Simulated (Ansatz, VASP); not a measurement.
# Cu in VASP and in Ansatz

```
Cu
1.0
     2.53410    0.00000    0.00000
    -1.26705    2.19459    0.00000
     0.00000    0.00000    4.11257
Cu
2
Direct
  0.66667 0.33333 0.75000
  0.33333 0.66667 0.25000
```

This isn't the form of Cu at room conditions, which is fcc.

Alike in both runs: task single point; functional PBE; k mesh 12 × 12 × 7; occupations fermi-dirac, width 0.05 eV; no spin polarisation.

```csv
,VASP,Ansatz
version,VASP 6.6.1,Ansatz 0.2.0
potentials or method,"VASP PAW PBE potentials, release 64 (Cu)",Ansatz PAW
plane-wave cutoff (eV),520,420
valence electrons in the cell,22,38
```

VASP gave:

* gap on the k mesh at the Fermi level (eV): none
* pressure (GPa): 7.9
* largest component of the traceless stress (GPa): 0.23

Q: What did Ansatz give for the same quantities?

A: gap on the k mesh at the Fermi level (eV): none; pressure (GPa): 7.3; largest component of the traceless stress (GPa): 0.30.

A gap of «none» marks a metal or a gap that the smearing closes. The two sets of potentials don't hold the same shells in valence.
